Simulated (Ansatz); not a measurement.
# CoO (R-3m): equation of state

How stiff is CoO (R-3m)? Energies and pressures are computed at volumes on both sides of the relaxed cell and fitted.

Computed with Ansatz 0.2.0 (DFT PBE+U (U_eff = 3.3 eV on Co 3d), scalar-relativistic, plane waves, PAW, unless a step's input says otherwise).

### 1 Starting point

Symmetry: R-3m, No. 166, trigonal system. The conventional cell has a = 3.056 Å, b = 3.056 Å, c = 7.408 Å, α = 90.00°, β = 90.00°, γ = 120.00°. Around Co (site symmetry -3m) lie 6 O at 2.15 Å. Around O (site symmetry -3m) lie 6 Co at 2.15 Å.

Coordinates:

```
CELL_PARAMETERS angstrom
-2.13109 -2.13109 4.29208
-4.29208 -2.13109 2.13109
-2.13109 -4.29208 2.13109
ATOMIC_POSITIONS crystal
Co 0.00000 0.00000 0.00000
O 0.25000 0.25000 0.25000
Co 0.50000 0.50000 0.50000
O 0.75000 0.75000 0.75000
```

This cell comes from an earlier session at PBE+U (U_eff = 3.3 eV on Co 3d): 9.987 Å³/atom at 0.00 GPa, on a 10×10×10 mesh. The large moments point both ways and cancel.

Volume factors to run: 0.980, 1.020, 0.960, 1.040.

### 2 Scaling the volume by 0.980

The input, input.yaml:

```yaml
crystal:
  lattice:
    - [-2.116784304, -2.116784304, 4.2632697156]
    - [-4.2632697156, -2.116784304, 2.116784304]
    - [-2.116784304, -4.2632697156, 2.116784304]
  atoms:
    - { symbol: Co, position: [0.0, 0.0, 0.0], spin: 2.8 }
    - { symbol: O, position: [1.2499999996, -0.7500000004, -0.7500000004] }
    - { symbol: Co, position: [0.5, 0.5, 0.5], spin: -2.8 }
    - { symbol: O, position: [1.7500000004, -0.2499999996, -0.2499999996] }
basis:
  ecutwfc: 420
  ecutrho_ratio: 4
kpoints:
  mp_grid: { grid: [10, 10, 10] }
hamiltonian:
  xc: pbe
  hubbard:
    sites:
      - { species: Co, l: d, u_eff: 3.3, starting_ns: start.occupation_matrices }
    ns_hold: { iters: 6 }
scf:
  occupations: { method: gaussian, width: 0.05 }
  lower_state_search: "off"
output:
  forces: true
  stress: true
  eigenvalues: true
  populations: true
magnetization:
  spin_polarized: true
relax:
  f_tol: 0.01
  max_steps: 40
  cell: { stress_tol: 0.1, fix: [volume] }
```

start.occupation_matrices holds the open shells' occupation matrices from the neighbouring geometry.

Started as:

```
$ ansatz run input.yaml --threads 2 --pin off --max-ram 5120MiB --backend cpu --events-out ev --progress --plain --runs-dir out
```

Further steps of the session: At 1.020 of the relaxed volume; Scaling the volume by 0.960; Volume × 1.040.

Q: Predict the outcome of this session. Wanted: V0; B0; B0′; scatter of the fit.

The runs gave:

| quantity | value |
| --- | --- |
| V0 | 9.987 Å³/atom |
| B0 | 169 GPa |
| B0′ | 4.4 |
| scatter of the fit | 0.003 meV/atom |

A third-order Birch–Murnaghan fit puts the minimum at 9.99 Å³/atom with a bulk modulus of 169 GPa. One per cent of compression takes about 1.7 GPa. The gap on the mesh shrinks from 2.35 to 1.97 eV as the cell expands over this range. These are values at 0 K without zero-point motion. Open d and f shells can converge to several self-consistent states; these numbers belong to the ones reached here.
